Q: These core levels run from about 150 eV to almost 70,000 eV below the valence top. Can I estimate one with pencil and paper, knowing only the element and the shell?

Core levels of bulk WS₂ (space group R3m), computed with exciting sodium using the LDA and the all-electron LAPW+lo method on an 8×8×8 k-mesh. Energies are Kohn-Sham eigenvalues relative to the valence top. Spin-orbit coupling is included for the core levels but not for the valence states.

```
row  core level (eV)  core element  core shell
  1          -2391.2             S       1s1/2
  2           -205.1             S       2s1/2
  3           -151.6             S       2p1/2
  4           -150.4             S       2p3/2
  5         -69338.2             W       1s1/2
  6         -11957.4             W       2s1/2
  7         -11437.4             W       2p1/2
  8         -10086.0             W       2p3/2
  9          -2749.9             W       3s1/2
 10          -2518.0             W       3p1/2
 11          -2225.8             W       3p3/2
 12          -1834.2             W       3d3/2
 13          -1770.6             W       3d5/2
 14           -563.1             W       4s1/2
 15           -466.9             W       4p1/2
 16           -399.0             W       4p3/2
 17           -240.8             W       4d3/2
 18           -228.3             W       4d5/2
```

A: Start from the limit you know, one electron around a bare nucleus of charge Z. Leaving relativity aside, its level lies 13.6 eV × Z²/n² deep, where n is the first digit of the shell label. In a real atom the other electrons weaken the attraction, so we write

depth = 13.6 eV × f² × Z²/n²

Here f is the share of the nuclear charge that seems to act. It would be 1 for a bare nucleus and falls towards 0 as a level approaches the valence region.

Q: Then I need f. Does every shell of every element have its own value?

A: Not if shells are counted on the right scale. In the Thomas-Fermi picture of a heavy atom, the electron cloud shrinks as 1/∛Z while typical electron wavelengths shrink faster, as 1/∛Z². The number of waves that fit into the cloud therefore grows as ∛Z. A shell with small n/∛Z sits deep inside the cloud and feels most of the nucleus; one with large n/∛Z sits near the edge. The table agrees: for 2p, f is about 0.42 in sulphur but 0.74 to 0.78 in tungsten.

Q: And the letter in the label?

A: It stands for the angular momentum l, with s, p, d meaning 0, 1, 2. At equal n, a larger l keeps the electron out of the region closest to the nucleus, where screening is weakest, so f drops a little. The scaling comes from theory, but the straight line below is only a description of the numbers:

f = 1.3 − (n + l/4)/∛Z

I fitted its three constants by least squares to f for the tungsten levels with n above 1, then rounded them. They also absorb relativity, which deepens some tungsten levels, and a change of zero: the hydrogen formula counts from a free electron at rest, the table from the valence top. So don't read them as properties of the atom.

Q: Let me try sulphur 2p3/2, row 4. Z is 16 and ∛Z is 2.52.

f = 1.3 − 2.25/2.52 = 0.407
depth = 13.6 eV × 16²/4 × 0.407² ≈ 144 eV

A: The table has 150.4 eV, so you are about 4% too shallow. Sulphur had no part in the fit, which makes this a small test of the scaling. Its 2s level does less well, coming out 9% too deep. Two elements can't establish it for the whole periodic table.

Q: Now tungsten 4p3/2, row 16, with Z = 74 and ∛Z = 4.20.

f = 1.3 − 4.25/4.20 = 0.288
depth = 13.6 eV × 74²/16 × 0.288² ≈ 386 eV

But there are two 4p levels. Which one have I found?

A: An estimate for the middle of the pair, because both members counted equally in the fit. Spin-orbit coupling splits the level, and the 3/2 member is the shallower one. (The calculation includes this coupling for the core levels, though not for the valence states.) For a bare nucleus the leading term of the gap is

α² × 13.6 eV × Z⁴/(n³ l(l+1)) ≈ 170 eV

with α ≈ 1/137. For so heavy a nucleus the exact bare gap is somewhat larger, but we keep the simple term. Screening reduces it.

Q: By f² again, as for the depth?

A: No, because the gap arises close to the nucleus, where the attraction dwarfs the level's own energy. There the orbital keeps its hydrogen-like shape, and screening changes only how much of the electron is found there. Semiclassically, that amount follows the spacing between successive levels, since a wider spacing means more frequent returns to the nucleus. Dividing the slope of our depth formula with n by the slope for a bare nucleus gives the factor

f × (1.3 − l/(4∛Z)) = 0.288 × 1.24 ≈ 0.36

So the gap should be about 61 eV; the table gives 67.9 eV.

Q: Half of 61 eV off the middle leaves about 355 eV for row 16.

A: The table has 399.0 eV, so the estimate is 11% too shallow, although this row was in the fit. That is the worst case outside the 1s shells; the average miss there is 4% of the depth. The six gaps come out within 22% of their computed values, using constants fitted to depths alone. For sulphur's gap of 1.2 eV, rounding of the levels alone can shift it by up to a tenth of an eV.

Q: Where should I stop trusting the rule?

A: At both ends. Close to the nucleus f should level off towards 1, but a straight line keeps climbing, and both 1s levels come out about 20% too deep. Near the valence region f is small, so a modest error in it becomes a large relative error in depth. Tungsten 4f shows how bad this gets: the rule gives about 130 eV, against a rough recalled measurement of 30 eV. An f electron is held away from the nucleus by its angular momentum more strongly than our line allows.

Q: Could I use it to read a photoemission spectrum?

A: It can tell you roughly where to look for a line, but not always whose line it is. The rule puts sulphur 2s at 223 eV and tungsten 4d5/2 at 235 eV, so the tungsten level at 228.3 eV in the table would be taken for sulphur. Nor can it identify the chemical state, because shifts between compounds are usually a few eV and your sulphur estimate was already off by more than that. Moreover, the table holds LDA orbital energies, which lie shallower than measured binding energies, mainly because in LDA each electron still partly repels itself. They also leave out how the other electrons relax around the hole, which acts the other way and offsets only part of the error.
